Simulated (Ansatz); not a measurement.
# Anharmonic phonons and stability of La2O3 (P-3m1), part 3 of 3

Aim: the vibrations and stability of La2O3 with thermal and zero-point motion included. The starting cell is a computed one from a database.

Ansatz 0.2.0; DFT PBE, scalar-relativistic, plane waves, PAW.

So far. Step 2 (Probe on a coarse mesh): The start is under 1.9 GPa at this level and looks like an insulator or semiconductor on this mesh. Step 4 (Relaxing to small residual forces and stress): The residual pressure is -3.9e-5 GPa, small enough for phonons. The relaxed cell has a = 3.940, c = 6.188 Å (conventional setting).

**5. Self-consistent phonons (continued)**

1200 K; each column in its own order of rank; one wavevector of each set of like ones; translations left out; no LO-TO term. Modes at 1200K, by row, the first 40 of 87 rows:

| q1 | q2 | q3 | rank | harmonic (cm⁻¹) | gaussian (cm⁻¹) | gaussian error (cm⁻¹) | hessian (cm⁻¹) | hessian error (cm⁻¹) | path integral (cm⁻¹) | path integral error (cm⁻¹) |
| --- | --- | --- | --- | --- | --- | --- | --- | --- | --- | --- |
| 0 | 0 | 0 | 1 | 97.3 | 101.1 | 0.6 | 93.9 | 0.9 | 91.5 | 0.9 |
| 0 | 0 | 0 | 2 | 97.3 | 101.1 | 0.6 | 93.9 | 0.9 | 91.5 | 0.9 |
| 0 | 0 | 0 | 3 | 164.3 | 187.1 | 0.9 | 167.6 | 4.3 | 154.1 | 2.6 |
| 0 | 0 | 0 | 4 | 164.3 | 206.1 | 1.6 | 174.2 | 3.5 | 155.1 | 4.2 |
| 0 | 0 | 0 | 5 | 173.6 | 216.2 | 0.4 | 195.7 | 0.8 | 196.4 | 1.2 |
| 0 | 0 | 0 | 6 | 180.7 | 216.2 | 0.4 | 195.7 | 0.8 | 196.4 | 1.2 |
| 0 | 0 | 0 | 7 | 343.4 | 356.5 | 1.4 | 331.4 | 2.8 | 323.9 | 2.4 |
| 0 | 0 | 0 | 8 | 343.4 | 356.5 | 1.4 | 331.4 | 2.8 | 323.9 | 2.4 |
| 0 | 0 | 0 | 9 | 378.5 | 381.1 | 1.3 | 356.9 | 2.8 | 331.5 | 4.7 |
| 0 | 0 | 0 | 10 | 378.5 | 385.3 | 0.7 | 359.1 | 1.3 | 348.8 | 2.1 |
| 0 | 0 | 0 | 11 | 381.4 | 385.3 | 0.7 | 359.1 | 1.3 | 348.8 | 2.1 |
| 0 | 0 | 0 | 12 | 425.9 | 431.5 | 1.3 | 399.4 | 2.7 | 362.4 | 4.5 |
| 0 | 0 | 0.5 | 1 | 56.2 | 65.2 | 0.3 | 58.2 | 1 | 57.9 | 0.5 |
| 0 | 0 | 0.5 | 2 | 56.2 | 65.2 | 0.3 | 58.2 | 1 | 57.9 | 0.5 |
| 0 | 0 | 0.5 | 3 | 86.1 | 83.3 | 0.3 | 80.5 | 0.4 | 77.8 | 0.3 |
| 0 | 0 | 0.5 | 4 | 86.1 | 83.3 | 0.3 | 80.5 | 0.4 | 77.8 | 0.3 |
| 0 | 0 | 0.5 | 5 | 96.9 | 102.6 | 0.5 | 95 | 1.5 | 94.4 | 0.8 |
| 0 | 0 | 0.5 | 6 | 140.2 | 144.8 | 0.9 | 130.4 | 1.5 | 126.4 | 1.5 |
| 0 | 0 | 0.5 | 7 | 164.9 | 214.9 | 0.8 | 193.4 | 2.3 | 192.3 | 1.9 |
| 0 | 0 | 0.5 | 8 | 164.9 | 214.9 | 0.8 | 193.4 | 2.3 | 192.3 | 1.9 |
| 0 | 0 | 0.5 | 9 | 333.3 | 343.3 | 0.9 | 317.3 | 1.4 | 309.3 | 2.3 |
| 0 | 0 | 0.5 | 10 | 333.3 | 343.3 | 0.9 | 317.3 | 1.4 | 309.3 | 2.3 |
| 0 | 0 | 0.5 | 11 | 378.1 | 376.1 | 1.8 | 353 | 3 | 336.5 | 4.2 |
| 0 | 0 | 0.5 | 12 | 384.9 | 394.4 | 1.1 | 368.6 | 3.1 | 361.1 | 3.2 |
| 0 | 0 | 0.5 | 13 | 384.9 | 394.4 | 1.1 | 368.6 | 3.1 | 361.1 | 3.2 |
| 0 | 0 | 0.5 | 14 | 392.3 | 414.7 | 2.1 | 402.6 | 7 | 404 | 3.1 |
| 0 | 0 | 0.5 | 15 | 493 | 489.8 | 1.6 | 461.4 | 14.8 | 440.1 | 3.5 |
| 0 | 0.3333 | 0 | 1 | 64.8 | 66.8 | 0.2 | 61.7 | 0.3 | 60.8 | 0.3 |
| 0 | 0.3333 | 0 | 2 | 79 | 86.9 | 0.2 | 79.7 | 1.2 | 76.6 | 0.4 |
| 0 | 0.3333 | 0 | 3 | 104.3 | 120.4 | 0.3 | 112.9 | 0.8 | 112.2 | 0.4 |
| 0 | 0.3333 | 0 | 4 | 105.6 | 135 | 0.3 | 121.2 | 1.3 | 117.9 | 0.9 |
| 0 | 0.3333 | 0 | 5 | 156.5 | 163.4 | 0.4 | 143.9 | 0.8 | 129.3 | 1.8 |
| 0 | 0.3333 | 0 | 6 | 178.2 | 183.5 | 0.2 | 172.5 | 0.5 | 168 | 0.6 |
| 0 | 0.3333 | 0 | 7 | 193 | 230.7 | 0.6 | 207 | 1.3 | 202.5 | 1.4 |
| 0 | 0.3333 | 0 | 8 | 196.4 | 232 | 0.7 | 211.3 | 0.9 | 211 | 0.9 |
| 0 | 0.3333 | 0 | 9 | 250.3 | 262.9 | 0.4 | 236.3 | 1.9 | 212.3 | 3.2 |
| 0 | 0.3333 | 0 | 10 | 278 | 287.5 | 0.8 | 262.2 | 1.7 | 251.6 | 1.1 |
| 0 | 0.3333 | 0 | 11 | 313 | 329 | 0.7 | 301.3 | 1.2 | 293.6 | 1.4 |
| 0 | 0.3333 | 0 | 12 | 352.8 | 356.9 | 0.7 | 335.9 | 1.6 | 322.2 | 1.6 |
| 0 | 0.3333 | 0 | 13 | 380.4 | 387 | 0.4 | 363.1 | 0.8 | 353.9 | 1.7 |

By temperature, by row:

| T (K) | verdict | pressure (GPa) | error (GPa) | vibrational free energy (eV/cell) | entropy (J/mol-cell/K) | free energy beyond the Gaussian (eV/cell) | mean-square displacement of the first La, sum over three axes, rings (Å²) | rings doubtful |
| --- | --- | --- | --- | --- | --- | --- | --- | --- |
| 50 | stable | 0.7823 | 0.0037 | 0.2223 | 11.59 | -4.23e-4 | 0.003805 | false |
| 200 | stable | 1.218 | 0.0058 | 0.1408 | 90.99 | -0.00203 | 0.009936 | false |
| 400 | stable | 1.98 | 0.0093 | -0.1274 | 161.8 | -0.0073 | 0.01921 | false |
| 1200 | stable | 4.762 | 0.018 | -2.083 | 288.1 | -0.0507 | 0.05922 | true |

Lowest frequency on the supercell's wavevectors (translations apart) against temperature:

| temperature (K) | harmonic (cm⁻¹) | gaussian (cm⁻¹) | hessian (cm⁻¹) | path integral (cm⁻¹) |
| --- | --- | --- | --- | --- |
| 50 | 56.2 | 57.5 | 56.6 | 56.6 |
| 200 | 56.2 | 58.4 | 56.3 | 56.3 |
| 400 | 56.2 | 60.5 | 57.2 | 56.9 |
| 1200 | 56.2 | 65.2 | 58.2 | 57.9 |

Free-energy Hessian at 1200 K, interpolated by phonopy, no LO-TO term. The phonon branches at the labelled points (cm⁻¹):

| point | branch 1 | branch 2 | branch 3 | branch 4 | branch 12 | branch 13 | branch 14 | branch 15 |
| --- | --- | --- | --- | --- | --- | --- | --- | --- |
| Γ | 0 | 0 | 0 | 94 | 357 | 359 | 359 | 399 |
| halfway | 50 | 64 | 108 | 108 | 338 | 361 | 439 | 455 |
| M | 72 | 100 | 116 | 118 | 332 | 365 | 484 | 496 |
| halfway | 79 | 101 | 118 | 130 | 324 | 371 | 469 | 476 |
| K | 85 | 110 | 110 | 143 | 302 | 383 | 453 | 453 |
| halfway | 55 | 74 | 109 | 127 | 336 | 361 | 441 | 468 |
| Γ | 0 | 0 | 0 | 94 | 357 | 359 | 359 | 399 |
| halfway | 37 | 37 | 63 | 89 | 354 | 365 | 365 | 447 |
| A | 58 | 58 | 80 | 80 | 369 | 369 | 403 | 461 |
| halfway | 68 | 70 | 92 | 97 | 340 | 367 | 441 | 471 |
| L | 53 | 77 | 92 | 109 | 319 | 363 | 446 | 510 |
| halfway | 74 | 82 | 112 | 117 | 301 | 376 | 446 | 493 |
| H | 85 | 85 | 125 | 151 | 282 | 389 | 461 | 461 |
| halfway | 63 | 88 | 92 | 104 | 334 | 369 | 451 | 471 |
| A | 58 | 58 | 80 | 80 | 369 | 369 | 403 | 461 |
| jump to L | 53 | 77 | 92 | 109 | 319 | 363 | 446 | 510 |
| halfway | 74 | 75 | 112 | 114 | 326 | 364 | 460 | 508 |
| M | 72 | 100 | 116 | 118 | 332 | 365 | 484 | 496 |
| jump to K | 85 | 110 | 110 | 143 | 302 | 383 | 453 | 453 |
| halfway | 96 | 96 | 102 | 149 | 293 | 386 | 457 | 457 |
| H | 85 | 85 | 125 | 151 | 282 | 389 | 461 | 461 |

The lowest frequency on the supercell's wavevectors (translations apart) is 56.2 cm⁻¹ at 200 K (harmonic); 58.4 cm⁻¹ at 200 K (gaussian); 56.3 cm⁻¹ at 200 K (hessian). On this path the spectrum ends at 510 cm⁻¹ (at L).

**6. What came out**

```yaml
50_k: stable; softest mode 56.6 cm⁻¹ (harmonic 56.2); pressure 0.782 GPa
200_k: stable; softest mode 56.3 cm⁻¹ (harmonic 56.2); pressure 1.22 GPa
400_k: stable; softest mode 57.2 cm⁻¹ (harmonic 56.2); pressure 1.98 GPa
1200_k: stable; softest mode 58.2 cm⁻¹ (harmonic 56.2); pressure 4.76 GPa
```

In words: At fixed cell La2O3 is judged stable at 50 K, stable at 200 K, stable at 400 K and stable at 1200 K. The crystal is harmonically stable on these wavevectors; at fixed cell its lowest frequency is 56.2 cm⁻¹ in the harmonic picture and 58.2 cm⁻¹ from the free energy at 1200 K. The free-energy curvature lies below the Gaussian's frequency because the cubic (bubble) term lowers it; of these two only the curvature can turn negative. At 1200 K the largest relative shift among harmonically stable modes above 20 cm⁻¹ that exceeds three times its error is at q = (0.3333, 0.3333, 0): 57 cm⁻¹ becomes 85 ± 1.1 cm⁻¹, matching modes by rank. The pressure column includes 0.0042 GPa of the lattice at rest on the supercell's coarser k-mesh; in the Gaussian the ions' motion adds +4.76 GPa at 1200 K, from the supercell's own modes alone. The cell is held fixed, the 90-atom supercell samples only its own wavevectors, and LO–TO splitting and linewidths are not included; the verdicts are statistical. The program marks its path-integral figures as doubtful at some temperatures.

[Logs are printed without paths, hosts, clocks, repeated set-up lines and the standing remarks that a program may print on its own settings, such as how far it seeks lower states.]

[Hosts, paths, dates, database ids (printed as entryN), source tags and the programs' standing remarks are cut or masked in the printed files.]

[A step with changed settings may run another functional than the one named; its input shows which.]
